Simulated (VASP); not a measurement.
# A vacancy on the Pt site in a supercell of InPt3 (Yixunite), part 4 of 4

Wanted: what a vacancy on the Pt site costs in InPt3 (Yixunite) and how the lattice relaxes round it. The start is a cell from a database of measured crystal structures.

VASP 6.6.1, plane waves and PAW; the level of theory is named at each step.

So far. Step 5 (Reference In): The run ended after 8 ionic steps, 0.002 eV below its first step, once forces and stress met EDIFFG = -0.02. Step 5 (Reference In): Energy at zero smearing: -2.97124 eV.

### Step 6. The defect cell

This step: PBEsol; plane waves and PAW (Pt, In) (VASP 6.6.1).

System of this step: In16Pt47 (Yixunite). The cell holds 63 atoms: 47 Pt and 16 In. Its edges and angles: a = 11.288 Å, b = 11.288 Å, c = 11.288 Å, α = 60.0°, β = 60.0°, γ = 60.0°. It derives from InPt3 (Yixunite). Nearest the centre at fractional (0.000, 0.250, 0.000): Pt29 at 2.82 Å, Pt45 at 2.82 Å, In55 at 2.82 Å, Pt21 at 2.82 Å, In58 at 2.82 Å, Pt23 at 2.82 Å, Pt16 at 2.82 Å, Pt32 at 2.82 Å.

The host is treated as a metal, since its gap is under 0.3 eV or closed. The run keeps 16 symmetry operations, which cuts the number of k-points but bars distortions that break them. The atoms relax at the host's fixed cell.

INCAR reads:

```
SYSTEM = In16Pt47
PREC = Normal
ENCUT = 300
EDIFF = 1E-05
NELM = 120
ISMEAR = 1
SIGMA = 0.2
LREAL = Auto
ALGO = Fast
GGA = PS
NBANDS = 303
LASPH = .TRUE.
LORBIT = 11
LWAVE = .FALSE.
LCHARG = .TRUE.
IBRION = 2
NSW = 50
ISIF = 2
EDIFFG = -0.03
POTIM = 0.4
MAXMIX = 40
ISYM = 2
```

POSCAR reads:

```
In16Pt47
1.0
    0.0000000000      7.9821166588      7.9821166588
    7.9821166588      0.0000000000      7.9821166588
    7.9821166588      7.9821166588      0.0000000000
Pt In
47 16
Direct
    0.5000000000      0.2500000000      0.0000000000
    0.0000000000      0.7500000000      0.0000000000
    0.0000000000      0.2500000000      0.5000000000
    0.2500000000      0.5000000000      0.2500000000
    0.5000000000      0.7500000000      0.0000000000
    0.5000000000      0.2500000000      0.5000000000
    0.7500000000      0.5000000000      0.2500000000
    0.0000000000      0.7500000000      0.5000000000
    0.2500000000      0.0000000000      0.2500000000
    0.2500000000      0.5000000000      0.7500000000
    0.5000000000      0.7500000000      0.5000000000
    0.7500000000      0.0000000000      0.2500000000
    0.7500000000      0.5000000000      0.7500000000
    0.2500000000      0.0000000000      0.7500000000
    0.7500000000      0.0000000000      0.7500000000
    0.2500000000      0.0000000000      0.0000000000
    0.7500000000      0.0000000000      0.0000000000
    0.2500000000      0.5000000000      0.0000000000
    0.2500000000      0.0000000000      0.5000000000
    0.5000000000      0.2500000000      0.2500000000
    0.7500000000      0.5000000000      0.0000000000
    0.7500000000      0.0000000000      0.5000000000
    0.0000000000      0.2500000000      0.2500000000
    0.2500000000      0.5000000000      0.5000000000
    0.5000000000      0.7500000000      0.2500000000
    0.5000000000      0.2500000000      0.7500000000
    0.7500000000      0.5000000000      0.5000000000
    0.0000000000      0.7500000000      0.2500000000
    0.0000000000      0.2500000000      0.7500000000
    0.5000000000      0.7500000000      0.7500000000
    0.0000000000      0.7500000000      0.7500000000
    0.0000000000      0.0000000000      0.2500000000
    0.5000000000      0.0000000000      0.2500000000
    0.0000000000      0.5000000000      0.2500000000
    0.0000000000      0.0000000000      0.7500000000
    0.2500000000      0.2500000000      0.5000000000
    0.5000000000      0.5000000000      0.2500000000
    0.5000000000      0.0000000000      0.7500000000
    0.7500000000      0.2500000000      0.5000000000
    0.0000000000      0.5000000000      0.7500000000
    0.2500000000      0.7500000000      0.5000000000
    0.2500000000      0.2500000000      0.0000000000
    0.5000000000      0.5000000000      0.7500000000
    0.7500000000      0.7500000000      0.5000000000
    0.7500000000      0.2500000000      0.0000000000
    0.2500000000      0.7500000000      0.0000000000
    0.7500000000      0.7500000000      0.0000000000
    0.0000000000      0.0000000000      0.0000000000
    0.5000000000      0.0000000000      0.0000000000
    0.0000000000      0.5000000000      0.0000000000
    0.0000000000      0.0000000000      0.5000000000
    0.2500000000      0.2500000000      0.2500000000
    0.5000000000      0.5000000000      0.0000000000
    0.5000000000      0.0000000000      0.5000000000
    0.7500000000      0.2500000000      0.2500000000
    0.0000000000      0.5000000000      0.5000000000
    0.2500000000      0.7500000000      0.2500000000
    0.2500000000      0.2500000000      0.7500000000
    0.5000000000      0.5000000000      0.5000000000
    0.7500000000      0.7500000000      0.2500000000
    0.7500000000      0.2500000000      0.7500000000
    0.2500000000      0.7500000000      0.7500000000
    0.7500000000      0.7500000000      0.7500000000
```

KPOINTS reads:

```
Automatic mesh
0
Gamma
3 3 3
0 0 0
```

Potentials, in the order of the species: Pt and In (PBE family, release 64).

The run is started by

```sh
$ export OMP_NUM_THREADS=5
$ mpirun -np 1 vasp_std
```

The program printed:

```text
[banner, memory and clock lines left out]
running    1 mpi-ranks, on    1 nodes
[...]
Offloading initialized ...    1 GPUs detected
[...]
[... a notice as in an earlier step ...]

 LDA part: xc-table for (Slater+PW92), standard interpolation
 POSCAR, INCAR and KPOINTS ok, starting setup
[...]
entering main loop
       N       E                     dE             d eps       ncg     rms          rms(c)
DAV:   1     0.225979993913E+04    0.22598E+04   -0.17625E+05  3636   0.101E+03
DAV:   2    -0.281517553761E+03   -0.25413E+04   -0.24125E+04  4025   0.254E+02
DAV:   3    -0.416333194835E+03   -0.13482E+03   -0.12729E+03  4192   0.516E+01
DAV:   4    -0.420654374503E+03   -0.43212E+01   -0.42825E+01  4328   0.911E+00
[...]
RMM:  15    -0.398309868263E+03    0.25408E-04   -0.55044E-04  3933   0.286E-02    0.269E-02
RMM:  16    -0.398309870858E+03   -0.25949E-05   -0.12257E-04  3710   0.128E-02    0.153E-02
RMM:  17    -0.398309867164E+03    0.36936E-05   -0.22002E-05  2170   0.658E-03
   1 F= -.39830987E+03 E0= -.39829805E+03  d E =-.398310E+03
[... from here on, the cycles between the ionic steps are left out ...]
   2 F= -.39842375E+03 E0= -.39841136E+03  d E =-.113880E+00
   3 F= -.39849854E+03 E0= -.39848543E+03  d E =-.188675E+00
   4 F= -.39850462E+03 E0= -.39849127E+03  d E =-.194753E+00
   5 F= -.39852633E+03 E0= -.39851300E+03  d E =-.217046E-01
   6 F= -.39853123E+03 E0= -.39851795E+03  d E =-.266098E-01
   7 F= -.39853046E+03 E0= -.39851735E+03  d E =-.258358E-01
   8 F= -.39853246E+03 E0= -.39851925E+03  d E =-.278429E-01
   9 F= -.39854739E+03 E0= -.39853420E+03  d E =-.149223E-01
[...]
hard stop encountered!  aborting job ...
[...]
|     The electronic self-consistency was not achieved in the given           |
[...]
soft stop encountered!  aborting job ...
  10 F= -.39855723E+03 E0= -.39854425E+03  d E =-.389404E-01
 deleting file STOPCAR
```

The job ended after 14 min (1 × NVIDIA H100 80GB HBM3, 81559 MiB with 1 MPI rank of AMD EPYC 7R13 (Zen 3), card shared with another run, shared host; peak memory 2.2 GiB).

Relaxation path:

```tsv
step	energy less that of the first step (eV)	largest force (eV/Å)
1	0.0000	0.7676
2	-0.1139	0.5569
3	-0.1887	0.2339
4	-0.1948	0.1436
5	-0.2165	0.0972
6	-0.2214	0.0955
7	-0.2206	0.1422
8	-0.2226	0.1109
9	-0.2375	0.0918
```

The atoms that moved most (Å):

```tsv
atom	dx	dy	dz	length
In48	0.083	0.000	0.083	0.118
In50	-0.083	0.000	-0.083	0.118
In55	-0.083	0.000	0.083	0.118
In58	0.083	0.000	-0.083	0.118
Pt40	0.000	0.004	-0.024	0.024
Pt21	-0.024	0.004	0.000	0.024
Pt23	-0.024	-0.004	0.000	0.024
Pt42	0.000	-0.004	-0.024	0.024
```

The stop cut the electronic loop of the last step short, so that step is set aside; the step before it may be unsound too where the loop had begun to diverge.

The run met its time limit with a largest force of 0.09 eV/Å at its last finished step, short of the threshold. The session uses it under a looser, picked bar, without proof that a minimum is near.

### Step 7. Formation energies

This step: point defect, PBEsol; plane waves and PAW (VASP 6.6.1).

No new run; the numbers come from the runs before.

Numbers from this step:

```
formation energy of the neutral defect : 1.248 eV
host formation enthalpy                : -0.3841 eV/atom
```

Formation energy:

```tsv
formation energy (eV)	largest move (Å)
1.248	0.1181
```

The formation energy is the energy of the relaxed defect cell less that of the perfect cell, with each removed atom booked to its reference and each added atom taken from it.

References, in eV an atom: Pt -6.972 (crystal Fm-3m) and In -2.971 (crystal I4/mmm). They were run at the supercell's cutoff and functional, without U, and count both elements from their own phases.

### Step 8. Results

```json
{
 "formation energy at charge 0": "1.248 eV",
 "host formation enthalpy": "-0.384 eV/atom"
}
```

**Reading.** A vacancy on the Pt site costs 1.25 eV, with every exchanged atom at the energy of its element. With metallic smearing the value can move by tenths of an eV with the k mesh. The supercell of 64 atoms is small, so interactions between images remain. A relaxation stopped short of its threshold, at a residual force of 0.09 eV/Å, so the energy of that state, where it is used, is an upper bound.

[Lines on the potential files, build, host, timing and source positions are cut from VASP's logs without a mark.]

[Logs are printed without paths, hosts, clocks, repeated set-up lines and the standing remarks that a program may print on its own settings, such as how far it seeks lower states.]

[Hosts, paths, dates, database ids (printed as entryN), source tags and the programs' standing remarks are cut or masked in the printed files.]

[In band tables of VASP the shares of atoms and orbitals are scaled to a sum of 1 inside the atoms' spheres.]

[Runs that stopped without an error message from VASP are left out.]
